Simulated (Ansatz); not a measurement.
Clean, relaxed (001) surface of Mg, space group P6_3/mmc (No. 194) (top face towards +c; held atoms: 1, 2, 3, 4, 5, 6, 7, 8):

```
Mg
1.0
     6.29750    0.00000    0.00000
    -3.14875    5.45380    0.00000
     0.00000    0.00000   23.58188
Mg
16
Direct
  0.33333 0.16667 0.33924
  0.33333 0.66667 0.33924
  0.83333 0.16667 0.33924
  0.83333 0.66667 0.33924
  0.16667 0.33333 0.44641
  0.16667 0.83333 0.44641
  0.66667 0.33333 0.44641
  0.66667 0.83333 0.44641
  0.33333 0.16667 0.55310
  0.33333 0.66667 0.55310
  0.83333 0.16667 0.55310
  0.83333 0.66667 0.55310
  0.16667 0.33333 0.66109
  0.16667 0.83333 0.66109
  0.66667 0.33333 0.66109
  0.66667 0.83333 0.66109
```

The calculation used DFT PBE+D3(BJ), scalar-relativistic, plane waves, PAW in Ansatz 0.2.0. Settings: cutoff 420 eV, Γ-centred mesh 4×4×1 on the computed 21-atom cell, Gaussian smearing of 0.10 eV; no spin polarisation. The cell repeats along c with a dipole correction in the vacuum.

GeH4 is put on the top face, one molecule per 34.3 Å², and relaxed from 3 starts; the cell is lengthened along c to keep the vacuum. E_ads is per molecule, from the clean relaxed slab and the free relaxed molecule; negative means bound; no zero-point or thermal terms, forces under 0.04 eV/Å, and the free molecule is spin-polarised where open-shell. Heights count from the highest slab atom. Δp counts per cell along +c.

```tsv
start	E_ads (eV)	molecule	lowest atom's height (Å)	shortest contact	Δφ top (eV)	Δp (e·Å)
upright, lowest atom H over a top Mg site	-0.24	whole	2.84	H–Mg 2.85 Å	-0.31	+0.054
upright, lowest atom H over a bridge Mg-Mg site	-0.24	whole	2.98	H–Mg 3.00 Å	-0.31	+0.055
random tilt, lowest atom H over a bridge Mg-Mg site	-0.18	whole	2.58	H–Mg 3.02 Å	-0.15	+0.026
```

Each end is the local minimum that its start leads to.